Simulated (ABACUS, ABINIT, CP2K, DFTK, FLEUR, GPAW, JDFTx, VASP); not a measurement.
## FePt: 8 runs at one level of theory

```
Pt Fe
1.0
     2.72350    0.00000    0.00000
     0.00000    2.72350    0.00000
     0.00000    0.00000    3.72000
Pt Fe
1 1
Direct
  0.50000 0.50000 0.50000
  0.00000 0.00000 0.00000
```

Alike in all runs: task single point; functional PBE; k mesh 10 × 10 × 7; occupations fermi-dirac, width 0.05 eV; collinear spin, ferromagnetic start; no spin-orbit coupling. Pressure is positive in compression and, in plane waves, holds the error of the finite cutoff.

| program and potentials | plane-wave cutoff (eV) | notes | pressure (GPa) | net moment per atom (μB) |
| --- | --- | --- | --- | --- |
| FLEUR, all-electron, FLAPW | - | - | - | 1.64 |
| JDFTx, PseudoDojo-SR-PBE-0.5-standard | 1225 | 17 valence electrons an atom on average | 4.14 | 1.68 |
| DFTK, PseudoDojo SR PBE 0.4.1 standard (PBE) | 1225 | 17 valence electrons an atom on average | 4.05 | 1.68 |
| GPAW, GPAW PAW data sets (gpaw-data 1.2.1) | 600 | 12 valence electrons an atom on average | 4.01 | 1.64 |
| ABINIT, JTH PAW PBE v2.0 | 707 | 13 valence electrons an atom on average | 3.50 | 1.65 |
| CP2K, POTENTIAL_UZH Pt GTH-PBE-q18, Fe GTH-PBE-q16; TZVP-MOLOPT-PBE-GTH basis | - | atomic basis; 17 valence electrons an atom on average | 4.85 | 1.69 |
| VASP, PBE PAW files Fe, Pt, 520 eV | 520 | 9 valence electrons an atom on average | 2.97 | 1.64 |
| ABACUS, PseudoDojo NC SR 0.4.1 PBE standard, plane waves | 1225 | 17 valence electrons an atom on average | 4.14 | 1.68 |

The pressure spans 2.97 (VASP, PBE PAW files Fe, Pt, 520 eV) to 4.85 GPa (CP2K, POTENTIAL_UZH Pt GTH-PBE-q18, Fe GTH-PBE-q16; TZVP-MOLOPT-PBE-GTH basis). The net moment per atom spans 1.64 (VASP, PBE PAW files Fe, Pt, 520 eV) to 1.69 μB (CP2K, POTENTIAL_UZH Pt GTH-PBE-q18, Fe GTH-PBE-q16; TZVP-MOLOPT-PBE-GTH basis), with all-electron results at 1.64. The state is the one that the start led to, which needn't be the lowest. Rows in atomic bases carry the error of their basis and grid, which can be large.

The functional is the same throughout but for its coding, so the spread measures potentials, basis and numerics; runs on potential files found faulty are left out.
